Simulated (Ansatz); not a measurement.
What DFT gives for Si

```yaml
crystal:
  lattice:
    - [2.13011, 3.60535, 0.00000]
    - [2.13011, -3.60535, 0.00000]
    - [0.00000, 0.00000, -4.25456]
  atoms:
    - { symbol: Si, position: [0.15250, 0.84750, 0.92150] }
    - { symbol: Si, position: [0.34750, 0.65250, 0.42150] }
    - { symbol: Si, position: [0.84750, 0.15250, 0.07850] }
    - { symbol: Si, position: [0.65250, 0.34750, 0.57850] }
```

Method: PBE, no spin polarisation; PAW, plane waves to 420 eV, 9×9×8 Γ-centred mesh, gaussian occupations (width 0.0587 eV) (Ansatz 0.2.0), atoms fixed.

Where is the largest force?

The largest is on Si1 (and as large on other atoms): 1.10 eV/Å, components (0.00, 0.83, 0.73). It makes 156° with the line to a nearest neighbour, Si3 at 2.30 Å, pointing away from it.

Metal or insulator?

It is a metal, with about 1.8 states/eV a cell as the mean within 0.25 eV of the Fermi level, mostly Si p (69 %) and Si s (22 %).

Is the cell too large or too small?

The pressure is 3.6 GPa (compression positive), so with the atoms held at these fractions the cell would first expand; the forces are large, so a full relaxation may end otherwise. The principal stresses 0.1, 1.3, 9.2 GPa differ, so its shape would change too.

Origin: a known structure type with other elements, at an estimated volume, so it need not be a known compound.
